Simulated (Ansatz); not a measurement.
# How far is PAW off for Yb?

```
Yb
1.0
     0.00000    2.72463    2.72463
     2.72463    0.00000    2.72463
     2.72463    2.72463    0.00000
Yb
1
Direct
  0.00000 0.00000 0.00000
```

The conventional cell has a = 5.449 Å, b = 5.449 Å, c = 5.449 Å, α = 90.00°, β = 90.00°, γ = 90.00°. Around Yb (atom 1) lie 12 Yb at 3.85 Å.

Structure from Materials Project entry mp-162 (possibly hypothetical), not relaxed further.

Where the f shell is localised, expect the real compound to differ from this run without U.

Spin–orbit coupling is left out, though it moves levels of the heavy atoms by tenths of an eV or more.

Levels of theory: DFT, PBEsol, PAW with Ansatz's default frozen-core files, scalar-relativistic (Ansatz 0.2.0); DFT, PBEsol, all-electron PAW with datasets made for the crystal, scalar-relativistic (Ansatz 0.2.0); DFT, PBEsol, all-electron LAPW, scalar-relativistic (Ansatz 0.2.0).

For PAW: a Γ-centred 12×12×12 k mesh, Fermi–Dirac smearing of 0.03 eV, cutoff 420 eV, no spin polarisation; the PAW files were made with PBE, and the program remakes their frozen cores for this functional. The crystal-made all-electron datasets (AE datasets) take a cutoff of 280 eV at this cell. LAPW targets a basis error of 1 meV/atom. The Ansatz runs share mesh, smearing and spin set-up. Plane-wave (PAW) pressures include the program's estimate of the Pulay term.

Stress and pressure are positive in compression.

Levels count from the Fermi level.

```json
{"quantity": "pressure (GPa)", "PAW": "-3.19", "AE datasets": "-3.16", "LAPW": "-3.16"}
{"quantity": "highest filled level at W (eV)", "PAW": "-0.315", "AE datasets": "-0.316", "LAPW": "-0.317"}
{"quantity": "lowest empty level at W (eV)", "PAW": "0.073", "AE datasets": "0.073", "LAPW": "0.073"}
{"quantity": "highest filled level at K (eV)", "PAW": "-0.109", "AE datasets": "-0.110", "LAPW": "-0.110"}
{"quantity": "lowest empty level at K (eV)", "PAW": "0.138", "AE datasets": "0.139", "LAPW": "0.139"}
{"quantity": "highest filled level at X (eV)", "PAW": "-0.300", "AE datasets": "-0.303", "LAPW": "-0.303"}
{"quantity": "lowest empty level at X (eV)", "PAW": "0.262", "AE datasets": "0.263", "LAPW": "0.263"}
```

PAW's pressure differs from the LAPW value by -0.02 GPa.
